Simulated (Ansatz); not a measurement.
The system is FeO (Wuestite).

```
Fe O
1.0
     0.00000    2.15540    2.15540
     2.15540    0.00000    2.15540
     2.15540    2.15540    0.00000
Fe O
1 1
Direct
  0.00000 0.00000 0.00000
  0.50000 0.50000 0.50000
```

| Quantity | Value |
| --- | --- |
| Program | Ansatz 0.2.0 |
| Task | relaxation of cell and atoms |
| Functional | PBEsol |
| Potentials or basis | all-electron LAPW, scalar-relativistic |
| Basis error allowed | 0.001 eV/atom |
| k mesh | 8 × 8 × 8 |
| Occupations | fermi-dirac, width 0.05 eV |
| Spin | collinear spin, ferromagnetic start |
| Starting moments | [3.0, 0.0] μB |

At the start: volume 10.01 Å³/atom.

Q: Where does the relaxation end?

A: Over 5 steps the energy falls by 12.3 meV/atom and the volume is 9.57 Å³/atom (-4.5 %); space group Fm-3m (No. 225, to 0.05 Å); moment 4.00 μB per cell.

The path:
```csv
step,energy change (eV),largest force (eV/Å),volume (Å³)
1,0.0000,0.0000,20.03
2,-0.0211,0.0000,19.46
3,-0.0246,0.0000,19.11
4,-0.0246,0.0000,19.14
5,-0.0246,0.0000,19.14
```

Final structure:
```cif
data_structure
_symmetry_space_group_name_H-M 'P 1'
_symmetry_Int_Tables_number 1
_cell_length_a 3.0023
_cell_length_b 3.0023
_cell_length_c 3.0023
_cell_angle_alpha 60.000
_cell_angle_beta 60.000
_cell_angle_gamma 60.000
_cell_volume 19.14
loop_
_atom_site_label
_atom_site_type_symbol
_atom_site_fract_x
_atom_site_fract_y
_atom_site_fract_z
_atom_site_occupancy
Fe1 Fe 0.00000 0.00000 0.00000 1
O1 O 0.50000 0.50000 0.50000 1
```

Caveat: the k mesh is thin for a metal, which can move the energy by tens of meV per atom; a cell with one magnetic atom can't hold antiferromagnetic order, which such compounds often take.
